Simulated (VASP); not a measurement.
# Cr in VASP: further runs

The runs below take Cr through single point, relaxation of the atoms, with PBE.

Everything below comes from runs of VASP 6.6.1. Logs are shortened: lines on timing, memory, paths and dates and some standing lists are left out, and cuts for length are marked.

## 1. The slab as given

The cell holds a slab with vacuum, 7 atoms: a = 2.465 Å, b = 2.465 Å, c = 27.075 Å, α = 90.00°, β = 90.00°, γ = 109.47°.

The slab is cut from a database's or a generator's crystal, which needn't be the stable form of the element.

## 2. Single point, PBE

The input, INCAR:

```
PREC = Accurate
ENCUT = 520
EDIFF = 1E-6
ISMEAR = 1
SIGMA = 0.1
LREAL = False
LASPH = True
NELM = 80
ALGO = Normal
ISIF = 2
LWAVE = False
LCHARG = False
LDIPOL = True
IDIPOL = 3
DIPOL = 0.5 0.5 0.500
GGA = PE
LVHAR = True
LVACPOTAV = True
ICORELEVEL = 1
KPAR = 4
```

The input, KPOINTS:

```
regular mesh
0
Gamma
  16 16 1
```

The input, POSCAR:

```
Cr
1.0
    2.4648693800      0.0000000000      0.0000000000
   -0.8216231300      2.3239011400      0.0000000000
    0.0000000000      0.0000000000     27.0753445300
Cr
7
Direct
    0.5000000000      0.5000000000      0.2770047900
    0.0000000000      0.0000000000      0.3513365200
    0.5000000000      0.5000000000      0.4256682600
    0.0000000000      0.0000000000      0.5000000000
    0.5000000000      0.5000000000      0.5743317400
    0.0000000000      0.0000000000      0.6486634800
    0.5000000000      0.5000000000      0.7229952100
```

Potentials or basis: VASP PAW PBE potentials, release 64 (Cr_pv).

Run with:

```bash
$ cat potpaw_PBE.64/Cr_pv/POTCAR > POTCAR
$ mpirun -np 4 vasp_std > vasp.out
```

OUTCAR:

```text
PREC = Accurate
   ENCUT = 520
   EDIFF = 1E-6
   ISMEAR = 1
   LREAL = False
   LASPH = True
   NELM = 80
   ISIF = 2
   GGA = PE

 ion  position               nearest neighbor table
   1  0.500  0.500  0.277-   2 2.46   2 2.46   2 2.85   2 2.85
   2  0.000  0.000  0.351-   1 2.46   1 2.46   3 2.46   3 2.46   1 2.85   1 2.85   3 2.85   3 2.85

   3  0.500  0.500  0.426-   4 2.46   4 2.46   2 2.46   2 2.46   4 2.85   4 2.85   2 2.85   2 2.85

   4  0.000  0.000  0.500-   3 2.46   5 2.46   3 2.46   5 2.46   3 2.85   5 2.85   3 2.85   5 2.85

   5  0.500  0.500  0.574-   4 2.46   4 2.46   6 2.46   6 2.46   4 2.85   4 2.85   6 2.85   6 2.85

   6  0.000  0.000  0.649-   7 2.46   7 2.46   5 2.46   5 2.46   7 2.85   7 2.85   5 2.85   5 2.85

   7  0.500  0.500  0.723-   6 2.46   6 2.46   6 2.85   6 2.85

  LATTYP: Found a base centered orthorhombic cell.
 ALAT       =     2.8461860000
 B/A-ratio  =     1.4142135638
 C/A-ratio  =     9.5128514194

  Lattice vectors:

 A1 = (   2.4648693800,   0.0000000000,   0.0000000000)
 A2 = (  -0.8216231300,   2.3239011400,   0.0000000000)
 A3 = (   0.0000000000,   0.0000000000,  27.0753445300)

Analysis of symmetry for initial positions (statically):
=====================================================================
 Subroutine PRICEL returns:
 Original cell was already a primitive cell.

 Routine SETGRP: Setting up the symmetry group for a
 base centered orthorhombic supercell.

 Subroutine GETGRP returns: Found  8 space group operations
 (whereof  8 operations were pure point group operations)
 out of a pool of  8 trial point group operations.

The static configuration has the point symmetry D_2h.

Analysis of symmetry for dynamics (positions and initial velocities):
=====================================================================
 Subroutine PRICEL returns:
 Original cell was already a primitive cell.

 Routine SETGRP: Setting up the symmetry group for a
 base centered orthorhombic supercell.

 Subroutine GETGRP returns: Found  8 space group operations
 (whereof  8 operations were pure point group operations)
 out of a pool of  8 trial point group operations.

The dynamic configuration has the point symmetry D_2h.

 Subroutine INISYM returns: Found  8 space group operations
 (whereof  8 operations are pure point group operations),
 and found     1 'primitive' translations

----------------------------------------------------------------------------------------

                                     Primitive cell

  volume of cell :     155.0906

  direct lattice vectors                    reciprocal lattice vectors
     2.464869380  0.000000000  0.000000000     0.405701011  0.143436969  0.000000000
    -0.821623130  2.323901140  0.000000000     0.000000000  0.430310904  0.000000000
     0.000000000  0.000000000 27.075344530     0.000000000  0.000000000  0.036933971

  length of vectors
     2.464869380  2.464869383 27.075344530     0.430310904  0.430310904  0.036933971

  position of ions in fractional coordinates (direct lattice)
     0.500000000  0.500000000  0.277004790
     0.000000000  0.000000000  0.351336520
     0.500000000  0.500000000  0.425668260
     0.000000000  0.000000000  0.500000000
     0.500000000  0.500000000  0.574331740
     0.000000000  0.000000000  0.648663480
     0.500000000  0.500000000  0.722995210

  ion indices of the primitive-cell ions
   primitive index   ion index
                 1           1
                 2           2
                 3           3
                 4           4
                 5           5
                 6           6
                 7           7

----------------------------------------------------------------------------------------

 KPOINTS: regular mesh

Automatic generation of k-mesh.
 Grid dimensions read from file:
 generate k-points for:   16   16    1

 Generating k-lattice:

  Cartesian coordinates                     Fractional coordinates (reciprocal lattice)
     0.025356313  0.008964811  0.000000000     0.062500000  0.000000000  0.000000000
     0.000000000  0.026894431  0.000000000     0.000000000  0.062500000  0.000000000
     0.000000000  0.000000000  0.036933971     0.000000000  0.000000000  1.000000000

  Length of vectors
     0.026894432  0.026894431  0.036933971

  Shift w.r.t. Gamma in fractional coordinates (k-lattice)
     0.000000000  0.000000000  0.000000000

 Subroutine IBZKPT returns following result:
 ===========================================

 Found     73 irreducible k-points:

 Following reciprocal coordinates:
            Coordinates               Weight
  0.000000  0.000000  0.000000      1.000000
  0.062500 -0.000000  0.000000      4.000000
  0.125000 -0.000000  0.000000      4.000000
  0.187500  0.000000  0.000000      4.000000
  0.250000 -0.000000  0.000000      4.000000
  0.312500 -0.000000  0.000000      4.000000
[... 16 lines left out ...]
 -0.125000  0.062500  0.000000      4.000000
 -0.062500  0.062500  0.000000      2.000000
 [... further k-points ...]
   k-points           NKPTS =     73   k-points in BZ     NKDIM =     73   number of bands    NBANDS=     50
   number of dos      NEDOS =    301   number of ions     NIONS =      7
   total plane-waves  NPLWV =  68040
   dimension x,y,z NGX =    18 NGY =   18 NGZ =  210
   dimension x,y,z NGXF=    36 NGYF=   36 NGZF=  420
   ions per type =               7
   NGX,Y,Z   is equivalent  to a cutoff of  12.14, 12.14, 12.89 a.u.
   NGXF,Y,Z  is equivalent  to a cutoff of  24.28, 24.28, 25.79 a.u.
 SYSTEM =  unknown system
   PREC   = accura    normal or accurate (medium, high low for compatibility)
   ISTART =      0    job   : 0-new  1-cont  2-samecut
   ICHARG =      2    charge: 1-file 2-atom 10-const
   ISPIN  =      1    spin polarized calculation?
   LNONCOLLINEAR =      F non collinear calculations
   LSORBIT =      F    spin-orbit coupling
   LASPH  =      T    aspherical Exc in radial PAW
   ENCUT  =  520.0 eV  38.22 Ry    6.18 a.u.   4.58  4.58 50.34*2*pi/ulx,y,z
   NELM   =     80;   NELMIN=  2; NELMDL= -5     # of ELM steps
   EDIFF  = 0.1E-05   stopping-criterion for ELM
   LREAL  =      F    real-space projection
   EDIFFG = 0.1E-04   stopping-criterion for IOM
   NSW    =      0    number of steps for IOM
   IBRION =     -1    ionic relax: 0-MD 1-quasi-New 2-CG
   NFREE  =      0    steps in history (QN), initial steepest desc. (CG)
   ISIF   =      2    stress and relaxation
   ISYM   =      2    0-nonsym 1-usesym 2-fastsym
   POTIM  = 0.5000    time-step for ionic-motion
   TEBEG  =    0.0;   TEEND  =   0.0 temperature during run
   PSTRESS=    0.0 pullay stress
   NELECT =      84.0000    total number of electrons
   NUPDOWN=      -1.0000    fix difference up-down
   EMIN   =  10.00;   EMAX   =-10.00  energy-range for DOS
   EFERMI =   0.00;   METHOD = LEGACY
   ISMEAR =     1;   SIGMA  =   0.10  broadening in eV -4-tet -1-fermi 0-gaus
   EFERMI_NEDOS =   21; number of points for ismear=-14 and -15
   IALGO  =     38    algorithm
   IMIX   =      4    mixing-type and parameters
     AMIX     =   0.40;   BMIX     =  1.00
     AMIX_MAG =   1.60;   BMIX_MAG =  1.00
  volume/ion in A,a.u.               =      22.16       149.51
  Fermi-wavevector in a.u.,A,eV,Ry     =   1.334462  2.521767 24.229088  1.780788
  Thomas-Fermi vector in A             =   2.463241
   LORBIT       =      0    0 simple, 1 ext, 2 COOP (PROOUT), +10 PAW based schemes
   GGA     = PE    functional components
   LHFCALC =     F    Hartree Fock is set to
   AEXX    =    0.0000 exact exchange contribution
   IVDW    =     0    specifies the selected vdW correction
   LEPSILON=     F    determine dielectric tensor
   LRPA    =     F    only Hartree local field effects (RPA)
 non-spin polarized calculation
 Methfessel and Paxton  Order N= 1 SIGMA  =   0.10
  energy-cutoff  :      520.00
  volume of cell :      155.09
 maximum number of plane-waves:      4259
   NGX =  9   NGY =  9   NGZ =101

 dipolmoment           0.000000      0.000000      0.000000 electrons x Angstroem

 number of electron      83.9999985 magnetization

 dipolmoment           0.000000      0.000000     -0.000000 electrons x Angstroem

 Free energy of the ion-electron system (eV)
  ---------------------------------------------------
  ext. energy  EPLUGINS =         0.00000000
  ---------------------------------------------------
  free energy    TOTEN  =       -64.24675814 eV

  energy without entropy =      -64.24294383  energy(sigma->0) =      -64.24548670

 the core state eigenenergies are
   1-  1s  -5875.0807  2s   -662.3321  2p   -555.8215  3s    -68.0974
   2-  1s  -5875.2039  2s   -662.6182  2p   -556.0925  3s    -68.3078
   3-  1s  -5875.1555  2s   -662.5757  2p   -556.0493  3s    -68.2719
   4-  1s  -5875.1689  2s   -662.6022  2p   -556.0746  3s    -68.2844
   5-  1s  -5875.1555  2s   -662.5757  2p   -556.0493  3s    -68.2719
   6-  1s  -5875.2039  2s   -662.6182  2p   -556.0925  3s    -68.3078
   7-  1s  -5875.0807  2s   -662.3321  2p   -555.8215  3s    -68.0974

 E-fermi :   3.4966     XC(G=0):  -7.9337

 val. band max:        3.4948940200   @ k =   0.4375   0.1250   0.0000
 cond. band min:       3.5055507185   @ k =   0.5000   0.3125   0.0000
 fundamental gap:      0.0106566985
 Fermi energy:         3.4966281942

 k-point     1 :       0.0000    0.0000    0.0000
  band No.  band energies     occupation
      1     -40.1252      2.00000
      2     -40.0172      2.00000
      3     -39.8621      2.00000
      4     -39.6672      2.00000
      5     -39.5281      2.00000
      6     -39.5018      2.00000
[... 42 lines left out ...]
     49       4.3834     -0.00000
     50       4.4728     -0.00000

 k-point     2 :       0.0625   -0.0000    0.0000
  band No.  band energies     occupation
      1     -40.1148      2.00000
      2     -40.0108      2.00000
      3     -39.8625      2.00000
      4     -39.6778      2.00000
      5     -39.5365      2.00000
      6     -39.5247      2.00000
[... 1158 lines left out ...]
 k-point    24 :      -0.0625    0.0625    0.0000
  band No.  band energies     occupation
      1     -40.1150      2.00000
      2     -40.0086      2.00000
      3     -39.8561      2.00000
      4     -39.6644      2.00000
      5     -39.5413      2.00000
      6     -39.5107      2.00000
[... 42 lines left out ...]
     49       4.2383     -0.00000
     50       4.3166     -0.00000

 [... further k-points ...]

------------------------ aborting loop because EDIFF is reached ----------------------------------------

  FORCE on cell =-STRESS in cart. coord.  units (eV):
  Direction    XX          YY          ZZ          XY          YZ          ZX
  --------------------------------------------------------------------------------------
  -------------------------------------------------------------------------------------
  Total       -3.3430058     -3.1689561     -1.8122931      0.2461436      0.0000000      0.0000000
  in kB      -34.5352150    -32.7371786    -18.7220530      2.5428076      0.0000000      0.0000000
  external PRESSURE =     -28.6648155 kB  Pullay stress =       0.0000000 kB

 VOLUME and BASIS-vectors are now :
 -----------------------------------------------------------------------------
  energy-cutoff  :      520.00
  volume of cell :      155.09
      direct lattice vectors                 reciprocal lattice vectors
     2.464869380  0.000000000  0.000000000     0.405701011  0.143436969  0.000000000
    -0.821623130  2.323901140  0.000000000     0.000000000  0.430310904  0.000000000
     0.000000000  0.000000000 27.075344530     0.000000000  0.000000000  0.036933971

 POSITION                                       TOTAL-FORCE (eV/Angst)
 -----------------------------------------------------------------------------------
      0.82162      1.16195      7.50000        -0.000000      0.000000      0.453786
      0.00000      0.00000      9.51256         0.000000      0.000000     -0.459724
      0.82162      1.16195     11.52511        -0.000000      0.000000     -0.004229
      0.00000      0.00000     13.53767        -0.000000      0.000000      0.000000
      0.82162      1.16195     15.55023         0.000000      0.000000      0.004229
      0.00000      0.00000     17.56279        -0.000000      0.000000      0.459724
      0.82162      1.16195     19.57534         0.000000      0.000000     -0.453786
 -----------------------------------------------------------------------------------
    total drift:                                0.000000      0.000000     -0.000000

  FREE ENERGIE OF THE ION-ELECTRON SYSTEM (eV)
  ---------------------------------------------------
  free  energy   TOTEN  =       -64.2467581388 eV

  energy  without entropy=      -64.2429438326  energy(sigma->0) =      -64.24548670

 vacuum level on the upper side and lower side of the slab         8.387         8.387
```

It took 2.6 min on 4 MPI ranks of Intel Xeon 6975P-C (Granite Rapids), shared host; peak memory 0.5 GiB.

Results:

```
Free energy                     : -64.2468 eV
Largest force                   : 0.460 eV/Å
Band gap on the k mesh          : none (metal or under the smearing width)
Work function of the upper face : 4.89 eV
Work function of the lower face : 4.89 eV
```

Forces on the atoms (eV/Å):
```
Cr   0.000  0.000  0.454
Cr   0.000  0.000 -0.460
Cr   0.000  0.000 -0.004
Cr   0.000  0.000  0.000
Cr   0.000  0.000  0.004
Cr   0.000  0.000  0.460
Cr   0.000  0.000 -0.454
```

Core levels (eV, on the scale of the bands):
| atom | levels |
| --- | --- |
| 1 Cr | 1s -5875.1, 2s -662.3, 2p -555.8, 3s -68.1 |
| 2 Cr | 1s -5875.2, 2s -662.6, 2p -556.1, 3s -68.3 |
| 3 Cr | 1s -5875.2, 2s -662.6, 2p -556.0, 3s -68.3 |
| 4 Cr | 1s -5875.2, 2s -662.6, 2p -556.1, 3s -68.3 |
| 5 Cr | 1s -5875.2, 2s -662.6, 2p -556.0, 3s -68.3 |
| 6 Cr | 1s -5875.2, 2s -662.6, 2p -556.1, 3s -68.3 |

Caveat: the run has no spin polarisation, though such a crystal can be magnetic. Spin polarisation is off, so any magnetic state and its effect on volume and gap are missing.

## 3. Relaxation of the atoms, PBE

The input, INCAR:

```
SYSTEM = Cr
PREC = Accurate
ENCUT = 520
EDIFF = 1E-6
ISMEAR = 1
SIGMA = 0.1
LREAL = .FALSE.
LASPH = .TRUE.
NELM = 80
ALGO = Normal
ISIF = 2
LWAVE = .FALSE.
LCHARG = .FALSE.
LDIPOL = .TRUE.
IDIPOL = 3
DIPOL = 0.5 0.5 0.500
GGA = PE
IBRION = 2
NSW = 80
EDIFFG = -0.02
KPAR = 4
```

The input, KPOINTS:

```
Automatic mesh
0
G
  16 16 1
  0 0 0
```

POSCAR is that of step 2.

Potentials or basis: VASP PAW PBE potentials, release 64 (Cr_pv).

Run with:

```bash
$ cat potpaw_PBE.64/Cr_pv/POTCAR > POTCAR
$ mpirun -np 4 vasp_std > vasp.out
```

Run time: 13 min. Hardware: 4 MPI ranks of Intel Xeon 6975P-C (Granite Rapids), shared host; peak memory 0.51 GiB.

The run converged. Its results:

| Property | Result |
| --- | --- |
| Free energy | -64.2860 eV |
| Energy gained by relaxing | 5.6 meV/atom |
| Ionic steps | 11 |
| Largest force after relaxing | 0.006 eV/Å |
| Band gap on the k mesh | none (metal or under the smearing width) |

Forces in eV/Å, atoms in the order of the input:
```
Cr   0.000  0.000  0.002
Cr   0.000  0.000  0.000
Cr   0.000  0.000 -0.006
Cr   0.000  0.000  0.000
Cr   0.000  0.000  0.006
Cr   0.000  0.000  0.000
Cr   0.000  0.000 -0.002
```

Step by step:
```
step  energy change (eV)  largest force (eV/Å)  pressure (GPa)
   1              0.0000                0.4597           -2.87
   2             -0.0286                0.2382           -2.42
   3             -0.0344                0.1519           -2.07
   4             -0.0371                0.0483           -1.96
   5             -0.0376                0.0332           -1.89
   6             -0.0376                0.0322           -1.88
   7             -0.0379                0.0288           -1.84
   8             -0.0386                0.0224           -1.70
   9             -0.0392                0.0235           -1.47
  10             -0.0391                0.0364           -1.37
  11             -0.0393                0.0058           -1.44
```

Final structure:
```
CELL_PARAMETERS angstrom
2.46487 0.00000 0.00000
-0.82162 2.32390 0.00000
0.00000 0.00000 27.07534
ATOMIC_POSITIONS crystal
Cr 0.50000 0.50000 0.27961
Cr 0.00000 0.00000 0.35085
Cr 0.50000 0.50000 0.42564
Cr 0.00000 0.00000 0.50000
Cr 0.50000 0.50000 0.57435
Cr 0.00000 0.00000 0.64915
Cr 0.50000 0.50000 0.72039
```

Levels at points of the mesh, in eV from the Fermi level:
```tsv
k point	band 40	band 41	band 42	band 43	band 44	band 45
(0.00, 0.00, 0.00)	-0.89	-0.82	-0.53	-0.38	0.04	0.49
(0.50, 0.00, 0.00)	0.11	0.71	0.96	0.98	1.06	1.08
(0.50, 0.50, 0.00)	0.49	0.73	0.77	0.88	0.98	1.14
```

Caveat: the run has no spin polarisation, though such a crystal can be magnetic. Spin polarisation is off, so any magnetic state and its effect on volume and gap are missing.

## 4. Single point, PBE

The input, INCAR:

```
PREC = Accurate
ENCUT = 520
EDIFF = 1E-6
ISMEAR = 1
SIGMA = 0.1
LREAL = False
LASPH = True
NELM = 80
ALGO = Normal
ISIF = 2
LWAVE = False
LCHARG = False
LDIPOL = True
IDIPOL = 3
DIPOL = 0.5 0.5 0.500
GGA = PE
LVHAR = True
LVACPOTAV = True
ICORELEVEL = 1
KPAR = 4
```

The input, KPOINTS:

```
regular mesh
0
Gamma
  16 16 1
```

The input, POSCAR:

```
Cr                                      
1.0
    2.4648693800      0.0000000000      0.0000000000
   -0.8216231300      2.3239011400      0.0000000000
    0.0000000000      0.0000000000     27.0753445300
  Cr            
     7
Direct
     0.5000000000000000    0.5000000000000000    0.2796099789102738
     0.0000000000000000    0.0000000000000000    0.3508536322042768
     0.5000000000000000    0.5000000000000000    0.4256450052091388
     0.0000000000000000    0.0000000000000000    0.5000000000000000
     0.5000000000000000    0.5000000000000000    0.5743549947908612
     0.0000000000000000    0.0000000000000000    0.6491463677957232
     0.5000000000000000    0.5000000000000000    0.7203900210897263
```

Run with:

```bash
$ cat potpaw_PBE.64/Cr_pv/POTCAR > POTCAR
$ mpirun -np 4 vasp_std > vasp.out
```

Run time: 2.8 min. Hardware: 4 MPI ranks of Intel Xeon 6975P-C (Granite Rapids), shared host; peak memory 0.5 GiB.

It converged, with:

```
Free energy                     : -64.2860 eV
Largest force                   : 0.006 eV/Å
Band gap on the k mesh          : none (metal or under the smearing width)
Work function of the upper face : 4.81 eV
Work function of the lower face : 4.81 eV
```

Forces on the atoms (eV/Å):
```
Cr   0.000  0.000  0.003
Cr   0.000  0.000  0.000
Cr   0.000  0.000 -0.006
Cr   0.000  0.000  0.000
Cr   0.000  0.000  0.006
Cr   0.000  0.000  0.000
Cr   0.000  0.000 -0.003
```

Levels at points of the mesh, in eV from the Fermi level:
```csv
k point,band 39,band 40,band 41,band 42,band 43,band 44,band 45,band 46
"(0.00, 0.00, 0.00)",-0.89,-0.89,-0.83,-0.53,-0.38,0.04,0.49,0.83
"(0.50, 0.00, 0.00)",-0.30,0.11,0.71,0.96,0.98,1.06,1.08,1.10
"(0.50, 0.50, 0.00)",0.46,0.49,0.73,0.77,0.88,0.98,1.14,1.66
```

Core levels (eV, on the scale of the bands):
```tsv
atom	levels
1 Cr	1s -5875.0, 2s -662.3, 2p -555.7, 3s -68.1
2 Cr	1s -5875.1, 2s -662.6, 2p -556.0, 3s -68.3
3 Cr	1s -5875.1, 2s -662.5, 2p -556.0, 3s -68.2
4 Cr	1s -5875.1, 2s -662.6, 2p -556.0, 3s -68.3
5 Cr	1s -5875.1, 2s -662.5, 2p -556.0, 3s -68.2
6 Cr	1s -5875.1, 2s -662.6, 2p -556.0, 3s -68.3
```

Caveat: the run has no spin polarisation, though such a crystal can be magnetic. Spin polarisation is off, so any magnetic state and its effect on volume and gap are missing.
